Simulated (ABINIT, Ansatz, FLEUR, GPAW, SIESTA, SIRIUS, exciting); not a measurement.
One calculation of Sb, 7 ways

```xyz
1
Lattice="-1.9117 1.8986 1.9110 1.8664 -1.9242 1.8914 1.8258 1.8384 -1.9366" Properties=species:S:1:pos:R:3 pbc="T T T"
Sb    0.0236    0.0412   -0.0176
```

This isn't the form of Sb at room conditions, which is rhombohedral.

The given cell was strained at random by a few per cent at fixed volume.

Alike in all runs: task single point; functional PBEsol; k mesh 10 × 10 × 10; occupations fermi-dirac, width 0.05 eV; no spin polarisation; no spin-orbit coupling. Pressure is positive in compression and, in plane waves, holds the error of the finite cutoff.

| program and potentials | plane-wave cutoff (eV) | notes | band gap (eV) | pressure (GPa) | energy over the undisturbed cell (meV/atom) |
| --- | --- | --- | --- | --- | --- |
| SIRIUS, PseudoDojo 0.4.1 PBEsol standard (scalar relativistic) | 1102 | - | no gap | -0.15 | - |
| SIESTA, files PseudoDojo sr-pbesol-0.4.1-standard, DZP (energy shift 0.003 Ry; two zetas on semicore shells) | - | atomic basis | no gap | 1.65 | 5.13 |
| ABINIT, PseudoDojo NC SR PBEsol v0.4.1 standard | 1088 | - | no gap | -0.19 | 2.45 |
| GPAW, PAW data sets generated for this functional | 600 | - | ? | ? | ? |
| Ansatz, all-electron LAPW, scalar-relativistic | - | - | no gap | -0.16 | - |
| FLEUR, all-electron, FLAPW | - | - | no gap | - | 2.29 |
| exciting, all-electron LAPW+lo, shipped species files, valence relativity iora* | - | - | no gap | - | 2.34 |

Problem. Estimate from the other rows what the run with GPAW, PAW data sets generated for this functional gave.

Solution. No band gap; pressure -0.54 GPa; energy over the undisturbed cell 2.17 meV/atom. The other rows, which needn't bracket it: pressure -0.19 to 1.65; energy over the undisturbed cell 2.29 to 5.13.
